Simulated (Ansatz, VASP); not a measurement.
# CuO: VASP beside Ansatz

Contents of INCAR:

```
PREC = Accurate
ENCUT = 520
EDIFF = 1E-7
ISMEAR = 0
SIGMA = 0.05
LREAL = False
LASPH = True
NELM = 150
ALGO = Normal
ISIF = 2
LWAVE = False
LCHARG = False
ISPIN = 2
MAGMOM = 1 1 0 0
LORBIT = 11
LMAXMIX = 4
LDAU = True
LDAUTYPE = 2
LDAUL = 2 -1
LDAUU = 3 0
LDAUJ = 0 0
LDAUPRINT = 1
GGA = PE
NBANDS = 29
```

File KPOINTS:

```
regular mesh
0
Gamma
  7 7 4
```

Contents of POSCAR:

```
CuO
1.0
    2.3446497600     -1.7133998200      0.0000000000
    2.3446497600      1.7133998200      0.0000000000
   -0.8605499100      0.0000000000      5.0594394800
Cu O
2 2
Direct
    0.0032000000      0.4968000000      0.0000000000
    0.4968000000      0.0032000000      0.5000000000
    0.5714000000      0.4056000000      0.2537000000
    0.4056000000      0.5714000000      0.7537000000
```

Input for Ansatz:

```yaml
crystal:
  lattice:
    - [2.34464976, -1.71339982, 0.0]
    - [2.34464976, 1.71339982, 0.0]
    - [-0.86054991, 0.0, 5.05943948]
  atoms:
    - { symbol: Cu, position: [0.0032, 0.4968, 0.0], spin: 1.0 }
    - { symbol: Cu, position: [0.4968, 0.0032, 0.5], spin: 1.0 }
    - { symbol: O, position: [0.5714, 0.4056, 0.2537] }
    - { symbol: O, position: [0.4056, 0.5714, 0.7537] }
basis:
  ecutwfc: 420
  ecutrho_ratio: 4
kpoints:
  mp_grid: { grid: [7, 7, 4] }
hamiltonian:
  xc: pbe
  hubbard:
    sites: [{ site: 0, l: d, u_eff: 3.0 }, { site: 1, l: d, u_eff: 3.0 }]
scf:
  occupations: { method: gaussian, width: 0.05 }
  lower_state_search: "off"
  max_iter: 150
output:
  forces: true
  stress: true
  eigenvalues: true
  populations: true
  hubbard: { sites: [{ site: 0, l: d }, { site: 1, l: d }] }
magnetization:
  spin_polarized: true
```

Alike in both runs: task single point; functional PBE; k mesh 7 × 7 × 4; occupations gaussian, width 0.05 eV; collinear spin; Hubbard terms Cu d U = 3.0 eV.

|  | VASP | Ansatz |
| --- | --- | --- |
| version | VASP 6.6.1 | Ansatz 0.2.0 |
| potentials or method | VASP PAW PBE potentials, release 64 (Cu, O) | scalar-relativistic, plane waves, PAW |
| plane-wave cutoff (eV) | 520 | 420 |
| valence electrons in the cell | 34 | 50 |

VASP gave:

* gap on the k mesh at the Fermi level (eV): none
* pressure (GPa): 5.6
* largest component of the traceless stress (GPa): 0.76
* rms of the force components (eV/Å): 0.457
* net moment per atom (μB): 0.49
* size of the moment on the site where the two differ most (μB): 0.63

Problem. Which values does Ansatz return?

Solution. gap on the k mesh at the Fermi level (eV): none; pressure (GPa): 7.0; largest component of the traceless stress (GPa): 1.94; rms of the force components (eV/Å): 0.452; net moment per atom (μB): 0.08; size of the moment on the site where the two differ most (μB): 0.10.

The net moments differ so much that the two runs ended in different magnetic states, which moves the other rows too. Site moments also hang on the region over which each program counts them. The programs project onto different local orbitals, so the same U acts differently. Atom by atom the forces differ by 0.058 eV/Å (rms over components). A gap of «none» marks a metal or a gap that the smearing closes. The two sets of potentials don't hold the same shells in valence. Ansatz warned: «filled_band_counts_differ_across_k_points».

The state reached can hang on the start; a lower one may exist.
